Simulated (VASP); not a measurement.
**GaP in VASP: how settings move the PBE single point**

Aim: see what changed inputs do to the PBE single point of zincblende GaP, under -4.0 % strain along x alone.

Program: VASP 6.6.1. PAW datasets, plane waves. Calculated at 0 K for a non-magnetic cell.

## Step 1: The structure to begin with

The cell comes from an earlier relaxation with r2SCAN in another program, then strained, with the atoms relaxed again.

Space group I-4m2 (No. 119), tetragonal; conventional cell a = 3.854 Å, c = 5.233 Å, 19.43 Å³ an atom. Around Ga lie 4 P at 2.33 Å; around P lie 4 Ga at 2.33 Å.

As a file:

```cif
data_structure
_symmetry_space_group_name_H-M 'P 1'
_symmetry_Int_Tables_number 1
_cell_length_a 3.8543
_cell_length_b 3.7780
_cell_length_c 3.7780
_cell_angle_alpha 61.341
_cell_angle_beta 59.330
_cell_angle_gamma 59.330
_cell_volume 38.87
loop_
_atom_site_label
_atom_site_type_symbol
_atom_site_fract_x
_atom_site_fract_y
_atom_site_fract_z
_atom_site_occupancy
Ga1 Ga 0.00000 0.00000 0.00000 1
P1 P 0.25000 0.25000 0.25000 1
```

## Step 2: Baseline

The input, INCAR:

```
ENCUT = 520.000000
SIGMA = 0.020000
EDIFF = 1.00e-07
GGA = PE
PREC = Accurate
IBRION = -1
ISIF = 2
ISMEAR = -1
NBANDS = 16
NELM = 120
NSW = 0
LASPH = .TRUE.
LCHARG = .FALSE.
LWAVE = .FALSE.
LREAL = .FALSE.
```

The input, KPOINTS:

```
KPOINTS created by Atomic Simulation Environment
0
Gamma
8 8 8
0 0 0
```

The input, POSCAR:

```
Ga P
 1.0000000000000000
     0.0000000000000000    2.7253992946999999    2.7253992946999999
     2.6163833229000000    0.0000000000000000    2.7253992946999999
     2.6163833229000000    2.7253992946999999    0.0000000000000000
 Ga  P
   1   1
Cartesian
  0.0000000000000000  0.0000000000000000  0.0000000000000000
  1.3081916614500000  1.3626996473499999  1.3626996473499999
```

A file KPOINTS_OPT adds named points for the levels; it doesn't enter the self-consistent loop.

Potentials: the recommended PBE PAW datasets, 18 valence electrons.

The run is started by

```console
> mpirun -np 1 vasp_std
```

## Step 3: Variant 1

INCAR: that of step 2 with these lines changed.

```diff
@@ -3,3 +3,2 @@
 EDIFF = 1.00e-07
-GGA = PE
 PREC = Accurate
@@ -15 +14,2 @@
 LREAL = .FALSE.
+GGA = PS
```

KPOINTS is that of step 2.

POSCAR is that of step 2.

## Step 4: Variant 2

The input, INCAR:

```
ENCUT = 520.000000
EDIFF = 1.00e-07
GGA = PE
PREC = Accurate
IBRION = -1
ISIF = 2
NBANDS = 16
NSW = 0
LASPH = .TRUE.
LCHARG = .FALSE.
LWAVE = .FALSE.
LREAL = .FALSE.
ISMEAR = -5
SIGMA = 0.1
NELM = 59
```

KPOINTS is that of step 2.

POSCAR is that of step 2.

## Step 5: Variant 3

INCAR: that of step 2 with these lines changed.

```diff
@@ -3,4 +3,2 @@
 EDIFF = 1.00e-07
-GGA = PE
-PREC = Accurate
 IBRION = -1
@@ -15 +13,3 @@
 LREAL = .FALSE.
+GGA = PE
+PREC = Medium
```

KPOINTS is that of step 2.

POSCAR is that of step 2.

What does the calculation give? Wanted: for each run, changed; ending; energy change; pressure; electronic steps; usable.

As calculated:

| run | changed | ending | energy change (meV/atom) | pressure (GPa) | gap on the mesh (eV; negative: overlap) | electronic steps | time | usable |
| --- | --- | --- | --- | --- | --- | --- | --- | --- |
| ref. | – | converged | 0 | 6.3 | 1.18 | 14 | 44 s | yes |
| 1 | GGA = PS | converged | – | 3.0 | 1.06 | 14 | 40 s | yes |
| 2 | ISMEAR = -5, SIGMA = 0.1, NELM = 59 | converged | 0.0 | 6.3 | 1.18 | 14 | 40 s | yes |
| 3 | PREC = Medium | converged | -0.3 | 6.3 | 1.18 | 14 | 15 s | yes |

What this shows: Of 3 altered inputs, 3 gave usable results. Among the usable ones with comparable energies, «PREC = Medium» moves the energy most, by -0.3 meV/atom.
